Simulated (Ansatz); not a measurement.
**GaN: response to strain**

GaN is deformed so: equal xx and yy strain of +3 %. What stress and forces result, by LAPW, PAW and all-electron datasets made for the crystal?

Program: Ansatz 0.2.0. Level of theory: DFT PBEsol, scalar-relativistic. These are calculated values, not measurements.

## (1) Starting point

Symmetry: Fm-3m, No. 225, cubic system. The conventional cell has a = 3.985 Å, b = 3.985 Å, c = 3.985 Å, α = 90.00°, β = 90.00°, γ = 90.00°. Ga (site symmetry m-3m) has 6 N at 1.99 Å as nearest neighbours. Around N (site symmetry m-3m) lie 6 Ga at 1.99 Å.

As a file:

```cif
data_structure
_symmetry_space_group_name_H-M 'Fm-3m'
_symmetry_Int_Tables_number 225
_cell_length_a 3.9850
_cell_length_b 3.9850
_cell_length_c 3.9850
_cell_angle_alpha 90.000
_cell_angle_beta 90.000
_cell_angle_gamma 90.000
_cell_volume 63.28
loop_
_atom_site_label
_atom_site_type_symbol
_atom_site_symmetry_multiplicity
_atom_site_Wyckoff_symbol
_atom_site_fract_x
_atom_site_fract_y
_atom_site_fract_z
_atom_site_occupancy
Ga1 Ga 4 b 0.50000 0.00000 0.00000 1
N1 N 4 a 0.00000 0.00000 0.00000 1
```

The file gives the conventional cell by its symmetry; the runs use the cell typed in the input.

Atoms are numbered in the order of the input: Ga1, N2.

## (2) The deformed structure

Space group Fm-3m before, I4/mmm after.

## (3) All-electron LAPW

The input, input.yaml:

```yaml
crystal:
  lattice:
    - [0.0, 2.052275, 1.9925]
    - [2.052275, 0.0, 1.9925]
    - [2.052275, 2.052275, 0.0]
  atoms:
    - { symbol: Ga, position: [0.5, 0.5, 0.5] }
    - { symbol: "N", position: [0.0, 0.0, 0.0] }
kpoints:
  mp_grid: { grid: [13, 13, 13] }
  band_path:
    path:
      - [0.0, 0.0, 0.0]
      - [0.0, 0.5, 0.5]
      - [0.25, 0.75, 0.5]
      - [0.0, 0.5, 0.0]
      - [0.0, 0.0, 0.0]
      - [0.5, 0.5, 0.0]
      - [0.3826125, 0.6173875, 0.0]
      - [-0.3826125, 0.3826125, 0.0]
      - [0.0, 0.0, 0.0]
    npoints: 5
scf:
  occupations: { method: fermi_dirac, width: 0.02 }
hamiltonian:
  xc: pbesol
  pseudopotentials: { kind: all_electron, lapw: { basis_error: 0.001 } }
output:
  forces: true
  stress: true
  eigenvalues: true
```

Command:

```
$ ansatz run input.yaml --threads 1 --pin off --max-ram 3072MiB --backend cpu --events-out ev --progress --plain --runs-dir out
```

## (4) PAW with frozen cores

The input, input.yaml:

```yaml
crystal:
  lattice:
    - [0.0, 2.052275, 1.9925]
    - [2.052275, 0.0, 1.9925]
    - [2.052275, 2.052275, 0.0]
  atoms:
    - { symbol: Ga, position: [0.5, 0.5, 0.5] }
    - { symbol: "N", position: [0.0, 0.0, 0.0] }
kpoints:
  mp_grid: { grid: [13, 13, 13] }
scf:
  occupations: { method: fermi_dirac, width: 0.02 }
hamiltonian:
  xc: pbesol
  pseudopotentials: { kind: paw }
output:
  forces: true
  stress: true
  eigenvalues: true
  efg: { contact_densities: true }
  write_density: true
  write_potential: true
  elf: true
  volumetric_format: npy
```

## (5) Datasets made for this crystal

input.yaml, as its differences from that of step 4:

```diff
@@ -14,3 +14,3 @@
   xc: pbesol
-  pseudopotentials: { kind: paw }
+  pseudopotentials: { kind: all_electron, datasets: crystal }
 output:
@@ -20,5 +20 @@
   efg: { contact_densities: true }
-  write_density: true
-  write_potential: true
-  elf: true
-  volumetric_format: npy
```

(Steps that only read results are left out.)

Q: Predict the outcome of this session. Wanted: pressure; largest shear or deviatoric stress.

**Answer**, as computed:

```
                                 quantity                                              value
                                 pressure  LAPW 34.31, PAW 34.17, crystal datasets 34.30 GPa
largest shear or deviatoric stress (LAPW)                                           7.56 GPa
```

What this shows: The largest part of the stress beyond the pressure is 7.56 GPa in size, in the zz component; the atoms are carried along and not relaxed. No run of the undeformed cell stands beside it, so the pressure holds what the given cell had before the change. PAW: stress within 0.14 GPa of LAPW. Crystal datasets: stress within 0.01 GPa of LAPW.
